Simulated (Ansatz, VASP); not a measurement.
# One calculation of Ge, two programs

```
CELL_PARAMETERS angstrom
1.37827 -2.56537 0.00000
1.37827 2.56537 0.00000
0.00000 0.00000 2.66176
ATOMIC_POSITIONS crystal
Ge 0.50000 0.50000 0.00000
```

This isn't the form of Ge at room conditions, which is diamond.

Alike in both runs: task single point; functional LDA; k mesh 11 × 11 × 10; occupations fermi-dirac, width 0.05 eV; no spin polarisation.

|  | VASP | Ansatz |
| --- | --- | --- |
| version | VASP 6.6.1 | Ansatz 0.2.0 |
| potentials or method | VASP PAW LDA potentials, release 64 (Ge_d) | Ansatz PAW |
| plane-wave cutoff (eV) | 520 | 420 |
| valence electrons in the cell | 14 | 14 |

Ansatz gave:

- gap on the k mesh at the Fermi level (eV): none
- pressure (GPa): -3.2
- largest component of the traceless stress (GPa): 1.79

Q: What did VASP give for the same quantities?

A: gap on the k mesh at the Fermi level (eV): none; pressure (GPa): -3.3; largest component of the traceless stress (GPa): 1.77.

A gap of «none» marks a metal or a gap that the smearing closes.

Caveats: the PAW data sets come from PBE, with cores solved anew for the run's functional, which leaves a small shift of forces and pressure (Ansatz).
